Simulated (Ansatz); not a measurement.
The system is WS2.

```
W S
1.0
     1.57900    0.91164    6.16333
    -1.57900    0.91164    6.16333
     0.00000   -1.82327    6.16333
W S
1 2
Cartesian
  0.0000 0.0000 0.0000
  0.0000 0.0000 10.7427
  0.0000 0.0000 13.8730
```

Measurements of this composition are mostly on another form, of space group No. 194.

Base run:

```yaml
Program: Ansatz 0.2.0
Functional: PBEsol
Potentials_or_basis: all-electron LAPW, scalar-relativistic
Cutoff: 265 eV (chosen from the basis error)
Basis_error_allowed: 0.002 eV/atom
k_mesh: 10 × 10 × 10
Occupations: fermi-dirac, width 0.05 eV
Spin: no spin polarisation
```

Its results: band gap on the k mesh 1.02 eV, indirect (least direct gap 2.23 eV); pressure -0.6 GPa; largest force 0.599 eV/Å.

The run is repeated on the same cell with these changes: hubbard terms from none to W d U = 8 eV. What comes out?

Band gap on the k mesh 1.13 eV, indirect (least direct gap 1.45 eV); pressure 0.9 GPa; largest force 0.618 eV/Å.

The U term pushes filled and empty states of the shell apart.

Caveats: spin-orbit coupling is left out, which moves the levels of the heavy elements; the density of states is complete only up to the lowest level of the last band computed; U is the effective U less J, on atomic orbitals that reach past the spheres (some runs).

A k mesh can miss the band edges.
